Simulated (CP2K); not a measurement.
Crystal: BaTe.

```
CELL_PARAMETERS angstrom
4.82247 0.00000 0.00000
2.41123 4.17638 0.00000
2.41123 1.39213 3.93753
ATOMIC_POSITIONS crystal
Ba 0.00000 0.00000 0.00000
Te 0.50000 0.50000 0.50000
```

Base run:

- Program: CP2K 2026.2
- Functional: PBEsol
- Potentials or basis: POTENTIAL_UZH Ba GTH-PBE-q10, Te GTH-PBE-q6; TZVP-MOLOPT-PBE-GTH basis
- Density cutoff: 6123 eV
- k mesh: 7 × 7 × 7
- Occupations: fermi-dirac, width 0.1 eV
- Spin: no spin polarisation

Its results: band gap on the k mesh 1.24 eV, indirect (least direct gap 1.61 eV); pressure 2.8 GPa.

**Question.** The run is repeated on the same cell with these changes: functional from PBEsol to PBE; occupations from fermi-dirac, width 0.1 eV to fermi-dirac, width 0.05 eV. What comes out?

**Answer.** Band gap on the k mesh 1.39 eV, indirect (least direct gap 1.75 eV); pressure 4.3 GPa.

Caveats: spin-orbit coupling is left out, which moves the levels of the heavy elements; the basis of atomic orbitals isn't converged, which shifts pressures, moduli and gaps; the potentials were made for another functional, which shifts forces and pressure (some runs).

A k mesh can miss the band edges.
